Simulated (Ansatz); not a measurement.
RuO$_{2}$ (rutile)

```
RuO2
1.0
    4.46614     0.00000     0.00000
    0.00000     4.46614     0.00000
    0.00000     0.00000     3.09186
Ru O
2 4
Direct
  0.00000   0.00000   0.00000
  0.50000   0.50000   0.50000
  0.30608   0.30608   0.00000
  0.80608   0.19392   0.50000
  0.19392   0.80608   0.50000
  0.69392   0.69392   0.00000
```

The slice is a (-1 1 0) plane (indices of the conventional cell) through the point (0.000, 0.000, 0.000) (fractional), spanned by u = [001] and v = [110] in vectors of this cell: u (3.09 Å) and v (6.32 Å, at 90° to u). It covers one period; positions are fractions (u, v).

The numbers are results of PBEsol (plane waves to 420 eV, PAW, scalar-relativistic; Ansatz, a quantum-chemistry and plane-wave program), not measurements. k mesh 11×11×15. Inside the PAW spheres the values are not all-electron values, and peaks at nuclei hang on which shells count as valence. RuO2 is run without spin polarisation and with no Hubbard U. RuO2 was relaxed with its symmetry unable to fall.

Three fields on this plane, each scaled to ten steps between its own extremes (0 low, 9 high; the total valence density on a logarithmic scale, the potential cut 8 eV below its top; x marks points blanked near nuclei; v = 0 in the bottom row):

Map A
```
|xxxx0056500xxx|
|xxx002676200xx|
|xx00057875000x|
|00004789874000|
|00147899987410|
|xxx589999985xx|
|xxxx7899987xxx|
|xxxx6777776xxx|
|xxxx3321233xxx|
|xxxx0000000xxx|
|xxx000xxx000xx|
|x2000xxxxx0002|
|5400xxxxxxx004|
|6400xxxxxxx004|
|5400xxxxxxx004|
|x2000xxxxx0002|
|xxx000xxx000xx|
|xxxx0000000xxx|
|xxxx3321233xxx|
|xxxx6777776xxx|
|xxxx7899987xxx|
|xxx589999985xx|
|00147899987410|
|00004789874000|
|xx00057875000x|
|xxx002676200xx|
|xxxx0056500xxx|
|xxxx0046400xxx|
```

Map B
```
|xxxx6210126xxx|
|xxx952000259xx|
|xx76310001367x|
|22221100011222|
|76531000001356|
|xxx730000037xx|
|xxxx6200026xxx|
|xxxx8212128xxx|
|xxxx7234327xxx|
|xxxx4268624xxx|
|xxx524xxx425xx|
|x8523xxxxx3258|
|2224xxxxxxx422|
|0126xxxxxxx621|
|2224xxxxxxx422|
|x8523xxxxx3258|
|xxx524xxx425xx|
|xxxx4268624xxx|
|xxxx7234327xxx|
|xxxx8212128xxx|
|xxxx6200026xxx|
|xxx730000037xx|
|76531000001356|
|22221100011222|
|xx76310001367x|
|xxx952000259xx|
|xxxx6210126xxx|
|xxxx6210126xxx|
```

Map C
```
|xxxx8543458xxx|
|xxx964333469xx|
|xx97532223579x|
|87653210123567|
|87643100013467|
|xxx631000136xx|
|xxxx4211124xxx|
|xxxx5332335xxx|
|xxxx6555556xxx|
|xxxx6678766xxx|
|xxx779xxx977xx|
|x7679xxxxx9767|
|4558xxxxxxx855|
|4458xxxxxxx854|
|4558xxxxxxx855|
|x7679xxxxx9767|
|xxx779xxx977xx|
|xxxx6678766xxx|
|xxxx6555556xxx|
|xxxx5332335xxx|
|xxxx4211124xxx|
|xxx631000136xx|
|87643100013467|
|87653210123567|
|xx97532223579x|
|xxx964333469xx|
|xxxx8543458xxx|
|xxxx8544458xxx|
```

Task: Assign the maps to these fields: electron localisation function (ELF); valence electron density; electrostatic potential energy of an electron, from the cell's mean.

Result: A is the electrostatic potential energy of an electron, from the cell's mean; B is the electron localisation function (ELF); C is the valence electron density.
